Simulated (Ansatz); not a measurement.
# SiC: a tetragonal deformation path

This session takes SiC and sets out to look for other minima along a tetragonal path.

The COD entry's cell or inner coordinates are ideal or old and differ from later refinements, so a difference from it is no clean test against experiment.

Program: Ansatz 0.2.0. Level of theory: DFT r2SCAN, scalar-relativistic, plane waves, PAW. These are calculated values, not measurements.

### 1 The structure to begin with

The structure is cubic, space group F-43m (No. 216). The conventional cell has a = 4.348 Å, b = 4.348 Å, c = 4.348 Å, α = 90.00°, β = 90.00°, γ = 90.00°. Si (site symmetry -43m) is surrounded by 4 C at 1.88 Å. C (site symmetry -43m) is surrounded by 4 Si at 1.88 Å.

Structure file:

```cif
data_structure
_symmetry_space_group_name_H-M 'F-43m'
_symmetry_Int_Tables_number 216
_cell_length_a 4.3480
_cell_length_b 4.3480
_cell_length_c 4.3480
_cell_angle_alpha 90.000
_cell_angle_beta 90.000
_cell_angle_gamma 90.000
_cell_volume 82.20
loop_
_atom_site_label
_atom_site_type_symbol
_atom_site_symmetry_multiplicity
_atom_site_Wyckoff_symbol
_atom_site_fract_x
_atom_site_fract_y
_atom_site_fract_z
_atom_site_occupancy
Si1 Si 4 a 0.00000 0.00000 0.00000 1
C1 C 4 c 0.25000 0.25000 0.25000 1
```

The cell is taken as given, not relaxed at this level.

### 2 Setting up a tetragonal deformation path

At fixed volume and fractional coordinates, lengths along (0.000, 0.000, 1.000) are scaled against those across it; ρ is that ratio over its starting value.

### 3 ρ = 0.707

The input, input.yaml:

```yaml
crystal:
  lattice:
    - [0.0, 2.4403553397, 1.7253312252]
    - [2.4403553397, 0.0, 1.7253312252]
    - [2.4403553397, 2.4403553397, 0.0]
  atoms:
    - { symbol: Si, position: [0.0, 0.0, 0.0] }
    - { symbol: C, position: [0.75, 0.75, 0.75] }
basis:
  ecutwfc: 500
kpoints:
  mp_grid: { grid: [12, 12, 12] }
hamiltonian:
  xc: r2scan
scf:
  occupations: { method: gaussian, width: 0.05 }
output:
  forces: true
  stress: true
  eigenvalues: true
```

Run with:

```console
ansatz run input.yaml --threads 1 --pin off --max-ram 2560MiB --backend cpu --events-out ev --progress --plain --runs-dir out
```

Further runs follow: ρ = 1.414; ρ = 0.850; At ρ = 1.200; ρ = 0.780; At ρ = 1.300; point ρ = 0.920; point ρ = 1.100; point ρ = 0.650; ρ = 1.500; ρ = 0.960; At ρ = 1.050.

Q: Predict the outcome of this session. Wanted: highest point.

As calculated:

| quantity | value |
| --- | --- |
| highest point | 1434.1 meV/atom at ρ = 1.500 |

What this shows: The undisturbed cell stays the lowest of the sampled points. No further minimum shows among the sampled points. The gap on the mesh, 1.71 eV at the start, reads zero at ρ = 0.650.
